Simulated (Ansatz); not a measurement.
## Ru (Fm-3m), stationary points along a deformation path

Computed with DFT PBE, scalar-relativistic, plane waves, PAW (Ansatz). Cutoff 420 eV, Γ-centred 24×24×24 k-points, Gaussian smearing of 0.15 eV. No spin polarisation. Energies are free energies at this smearing, counted from the undisturbed cell; pressure is positive in compression.

The starting cell (as given, not relaxed at this level; it stands at -4.4 GPa; this fcc form isn't the usual structure):

```
Ru
1.0
     0.00000    1.91500    1.91500
     1.91500    0.00000    1.91500
     1.91500    1.91500    0.00000
Ru
1
Cartesian
  0.0000 0.0000 0.0000
```

At fixed volume and fractional coordinates, lengths along (0.000, 0.000, 1.000) are scaled against those across it; ρ is that ratio over its starting value. V = 14.045 Å³/atom. Δσ is the stress along the axis less the mean stress across it (compression positive).

```
    ρ  ΔE (meV/atom)  Δσ (GPa) space group
0.650          464.3    -11.42       I4/mmm
0.707          506.0     -0.06        Im-3m
0.780          385.6     38.74       I4/mmm
0.850          184.8     37.09       I4/mmm
0.920           48.8     20.44       I4/mmm
0.960           11.4      9.64       I4/mmm
1.000            0.0      0.00        Fm-3m
1.100           66.0    -24.83       I4/mmm
1.200          254.9    -48.94       I4/mmm
1.300          523.1    -64.13       I4/mmm
1.414          863.8    -74.28       I4/mmm
1.500         1127.0    -78.38       I4/mmm
```

Q: How does the stress give the slope of the energy, and where is the energy stationary?

A: Along the path d ln(length) is 2/3 d ln ρ on the axis and −1/3 d ln ρ across it, so dE/d ln ρ = −(2/3) V Δσ: the energy falls with ρ where Δσ is positive. Δσ vanishes or changes sign at ρ = 0.707 (Im-3m), a maximum at 506.0 meV/atom; at ρ = 1.000 (Fm-3m), a minimum at 0.0 meV/atom. Pairs of stationary points between two samples would go unseen, and could change a minimum read from distant neighbours into a maximum. At ρ = 0.707, 1.000 the cell is cubic, where symmetry alone makes the stress isotropic and the slope zero.

Q: Which shear constant sets the curvature at ρ = 1?

A: For a cubic crystal E/V = (2/3) C (ln ρ)² with C = C′ = (C11 − C12)/2, so Δσ = −2C ln ρ. The parabola of Δσ against ln ρ through ρ = 0.960, 1 and 1.100 gives C ≈ 122 GPa with the ions clamped, rough because the steps are large. It is the stress–strain coefficient at this cell's pressure of -4.4 GPa, not the zero-pressure constant.

Q: Integrate that slope from ρ = 1 to 0.850 by the trapezoid rule.

A: With V/N in Å³ and 1 eV/Å³ = 160.2 GPa the slopes at ρ = 1.000, 0.960, 0.920, 0.850 are 0, -564, -1195, -2167 meV/atom per unit of ln ρ. The steps add 11.5 + 37.4 + 133.0 = 182.0 meV/atom, against 184.8 from the energies; the trapezoid rule misses the curvature of the slope within each step.

In a metal these slopes depend on the k mesh and the smearing.